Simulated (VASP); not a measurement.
**A VASP 6.6.1 single-point calculation on HgSe**

INCAR

```
NELM = 120
LASPH = .TRUE.
IBRION = -1
ENCUT = 520
LCHARG = .FALSE.
PREC = Accurate
LREAL = .FALSE.
NBANDS = 16
EDIFF = 1E-7
NSW = 0
LWAVE = .FALSE.
ISIF = 2
GGA = PS
ISMEAR = -1
ALGO = VeryFast
SIGMA = 0.02
```

KPOINTS

```
KPOINTS created by Atomic Simulation Environment
0
Gamma
8 8 8
0 0 0
```

POSCAR

```
Hg Se
 1.0000000000000000
    -0.0000000000000000    3.0926650950901058    3.0926650950901058
     3.0926650950901058    0.0000000000000000    3.0926650950901058
     3.0926650950901058    3.0926650950901058    0.0000000000000000
 Hg  Se
   1   1
Cartesian
  0.0000000000000000  0.0000000000000000 -0.0000000000000000
  1.5463325475450529  1.5463325475450529  1.5463325475450529
```

The recommended PBE PAW datasets give the neutral cell 18 valence electrons.

Command

```
mpirun -np 1 vasp_std
```

OSZICAR

```
N       E                     dE             d eps       ncg     rms          rms(c)
RMM:   1     0.172374113952E+03    0.17237E+03   -0.53501E+03   464   0.804E+02
RMM:   2     0.373679083733E+02   -0.13501E+03   -0.13036E+03   464   0.194E+02
RMM:   3     0.119647985634E+01   -0.36171E+02   -0.28104E+02   464   0.834E+01
RMM:   4    -0.425414652301E+01   -0.54506E+01   -0.38171E+01   464   0.351E+01
RMM:   5    -0.500520386764E+01   -0.75106E+00   -0.50734E+00   464   0.130E+01
RMM:   6    -0.510119165415E+01   -0.95988E-01   -0.72347E-01   464   0.475E+00
RMM:   7    -0.511382594669E+01   -0.12634E-01   -0.10925E-01   464   0.187E+00
RMM:   8    -0.511571466044E+01   -0.18887E-02   -0.17339E-02   464   0.752E-01
RMM:   9    -0.511601226286E+01   -0.29760E-03   -0.28312E-03  1140   0.308E-01
RMM:  10    -0.511607415278E+01   -0.61890E-04   -0.59146E-04  1122   0.138E-01
RMM:  11    -0.511608112561E+01   -0.69728E-05   -0.64881E-05  1130   0.481E-02
RMM:  12    -0.511608262598E+01   -0.15004E-05   -0.14713E-05  1119   0.221E-02    0.696E+00
RMM:  13    -0.482688882696E+01    0.28919E+00   -0.51055E-01  1810   0.463E+00    0.547E+00
RMM:  14    -0.480905953659E+01    0.17829E-01   -0.15286E-02  1435   0.640E-01    0.257E+00
RMM:  15    -0.480604993638E+01    0.30096E-02   -0.37904E-03  1133   0.656E-01    0.102E-01
RMM:  16    -0.480604152016E+01    0.84162E-05   -0.44604E-04  1076   0.170E-01    0.421E-02
RMM:  17    -0.480605717003E+01   -0.15650E-04   -0.46345E-05  1089   0.658E-02    0.306E-02
RMM:  18    -0.480605952253E+01   -0.23525E-05   -0.92743E-06  1066   0.260E-02    0.932E-03
RMM:  19    -0.480605983353E+01   -0.31100E-06   -0.14229E-06  1101   0.118E-02    0.211E-03
RMM:  20    -0.480605976688E+01    0.66646E-07   -0.19641E-07   823   0.379E-03
   1 F= -.48060598E+01 E0= -.48059833E+01  d E =-.152880E-03
```

Standard output (part)

```
POSCAR found type information on POSCAR HgSe
 POSCAR found :  2 types and       2 ions
 LDA part: xc-table for (Slater+PW92), standard interpolation
 POSCAR, INCAR and KPOINTS ok, starting setup
 WAVECAR not read
 entering main loop
```

From OUTCAR

```
k-points           NKPTS =     29   k-points in BZ     NKDIM =     29   number of bands    NBANDS=     16

   NELECT =      18.0000    total number of electrons

   dimension x,y,z NGX =    36 NGY =   36 NGZ =   36
   dimension x,y,z NGXF=    72 NGYF=   72 NGZF=   72

  energy-cutoff  :      520.00
  volume of cell :       59.16
      direct lattice vectors                 reciprocal lattice vectors
     0.000000000  3.092665095  3.092665095    -0.161672856  0.161672856  0.161672856
     3.092665095  0.000000000  3.092665095     0.161672856 -0.161672856  0.161672856
     3.092665095  3.092665095  0.000000000     0.161672856  0.161672856 -0.161672856

 k-points in reciprocal lattice and weights: KPOINTS created by Atomic Simulation Env
   0.00000000  0.00000000  0.00000000       0.002
   0.12500000  0.00000000  0.00000000       0.016
   0.25000000  0.00000000  0.00000000       0.016
   0.37500000  0.00000000  0.00000000       0.016
   0.50000000  0.00000000  0.00000000       0.008
   0.12500000  0.12500000  0.00000000       0.012
   0.25000000  0.12500000  0.00000000       0.047
   0.37500000  0.12500000  0.00000000       0.047
   ...

 E-fermi :   1.1526

 k-point     1 :       0.0000    0.0000    0.0000
  band No.  band energies     occupation
      1     -12.0062      2.00000
      2      -5.7417      2.00000
      3      -5.7417      2.00000
      4      -5.7417      2.00000
      5      -5.0738      2.00000
      6      -5.0738      2.00000
      7       0.0452      2.00000
      8       1.1385      1.33712
      9       1.1385      1.33712
     10       1.1385      1.33712
     11       6.6170      0.00000
     12       6.6170      0.00000
     13       6.6170      0.00000
     14       9.3541      0.00000
     15      12.3209      0.00000
     16      12.7558      0.00000

 k-point     2 :       0.1250    0.0000    0.0000
  band No.  band energies     occupation
      1     -11.9463      2.00000
      2      -5.7140      2.00000
      3      -5.7140      2.00000
      4      -5.7132      2.00000
      5      -5.0757      2.00000
      6      -5.0757      2.00000
      7      -0.7577      2.00000
      8       0.9933      1.99930
      9       0.9933      1.99930
     10       1.6801      0.00000
     11       6.2478      0.00000
     12       6.8212      0.00000
     13       6.8212      0.00000
     14      10.3476      0.00000
     15      11.4705      0.00000
     16      11.4708      0.00000

 k-point     3 :       0.2500    0.0000    0.0000
  band No.  band energies     occupation
      1     -11.7974      2.00000
      2      -5.6527      2.00000
      3      -5.6527      2.00000
      4      -5.5764      2.00000
      5      -5.0710      2.00000
      6      -5.0710      2.00000
      7      -2.0483      2.00000
      8       0.6685      2.00000
      9       0.6685      2.00000
     10       2.1169      0.00000
     11       6.3945      0.00000
     12       7.1855      0.00000
     13       7.1855      0.00000
     14      10.5237      0.00000
     15      11.1774      0.00000
     16      11.1774      0.00000

 ...

  Total       -0.3561617     -0.3561617     -0.3561617      0.0000000      0.0000000      0.0000000
  in kB       -9.6455964     -9.6455964     -9.6455964      0.0000000      0.0000000      0.0000000
  external PRESSURE =      -9.6455964 kB  Pullay stress =       0.0000000 kB

 POSITION                                       TOTAL-FORCE (eV/Angst)
 -----------------------------------------------------------------------------------
      0.00000      0.00000      0.00000        -0.000000     -0.000000      0.000000
      1.54633      1.54633      1.54633         0.000000      0.000000     -0.000000
 -----------------------------------------------------------------------------------
    total drift:                               -0.000000     -0.000000      0.000000

  FREE ENERGIE OF THE ION-ELECTRON SYSTEM (eV)
  ---------------------------------------------------
  free  energy   TOTEN  =        -4.8060597669 eV

  energy  without entropy=       -4.8059068866  energy(sigma->0) =       -4.80598333
```

It converged. Results: gap between bands v and c on the k mesh 0.00 eV; least direct gap on the k mesh 0.00 eV; pressure -1.0 GPa. Band v is the last that the valence electrons fill when counted band by band, and c is the next.

For comparison, a separate PBEsol run of the intended cell, on usual settings and not on those above, gives a gap of 0.00 eV on its mesh and a pressure of -1.0 GPa.

The run above took about 18 s on one core of a shared host (Intel Xeon 6975P-C) and held 0.21 GiB at most.
